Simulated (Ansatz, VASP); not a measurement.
# One calculation of Cu, two programs

```
CELL_PARAMETERS angstrom
-1.46444 1.46444 1.35544
1.46444 -1.46444 1.35544
1.46444 1.46444 -1.35544
ATOMIC_POSITIONS crystal
Cu 0.00000 0.00000 0.00000
```

Change from the starting cell: strain +0.015 along x and y, -0.015 along z, atoms carried along.

Alike in both runs: task single point; functional PBEsol; k mesh 24 × 24 × 24; occupations gaussian, width 0.15 eV; no spin polarisation.

|  | VASP | Ansatz |
| --- | --- | --- |
| version | VASP 6.6.1 | Ansatz 0.2.0 |
| potentials or method | VASP PAW PBE potentials, release 64 (Cu) | scalar-relativistic, plane waves, PAW |
| plane-wave cutoff (eV) | 520 | 420 |
| valence electrons in the cell | 11 | 19 |

|  | VASP | Ansatz | Ansatz less VASP |
| --- | --- | --- | --- |
| gap on the k mesh at the Fermi level (eV) | none | none | - |
| pressure (GPa) | -2.8 | -3.6 | -0.73 |
| largest component of the traceless stress (GPa) | 0.19 | 0.17 | -0.016 |

A gap of «none» marks a metal or a gap that the smearing closes. The two sets of potentials don't hold the same shells in valence.

Caveats: the PAW data sets were made with another functional, which shifts forces and pressure a little (VASP).
